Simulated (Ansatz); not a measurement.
Fluorite SrF2 was calculated with HSE06 (PAW; Ansatz, a program for electronic structure).

Numerical settings: plane-wave cutoff 460 eV, 8×8×8 k mesh, Fermi–Dirac smearing 0.01 eV, scalar-relativistic PAW data made under PBE.

Pressure at four volumes; x = ln(V/16.336 Å³). One pressure is withheld.

```
V (Å³/atom)        x  P (GPa)
-----------  -------  -------
15.519       -0.0513        ?
15.989       -0.0215     1.64
16.336        0.0000     0.07
17.153        0.0488    -2.98
```

Task: Pass a parabola P(x) through the three rows shown, estimate the bulk modulus and its pressure derivative near zero pressure, and predict the withheld pressure.

Result: Slopes between the rows: (0.07 − (1.64))/(0.0000 − (-0.0215)) = -73.02 and (-2.98 − (0.07))/(0.0488 − (0.0000)) = -62.50 GPa. Their difference over the span 0.0703 is c = 10.52/0.0703 = 149.6 GPa, so P(x) = 1.64 + (-73.02)(x − (-0.0215)) + 149.6 (x − (-0.0215))(x − (0.0000)). At the middle row B = −dP/dx = −[-73.02 + 149.6 × 0.0215] = 69.8 GPa, and B′ = dB/dP = 2c/B = 4.3. At x = -0.0513 the parabola gives 4.04 GPa; the run gives 4.10 GPa. The Birch–Murnaghan fit to the energies at all volumes has B0 = 69.5 GPa and B′ = 4.6.

Measured, for comparison: bulk modulus 69 GPa (temperature not stated, no zero-point or thermal correction; as tabulated in On the Morphology of Group II Metal Fluoride Nanocrystals at Finite Temperature …). Computed less measured: bulk modulus +0.7 %. A static lattice is as a rule a little smaller and stiffer than an uncorrected measurement, which can account for part of this in the bulk modulus.
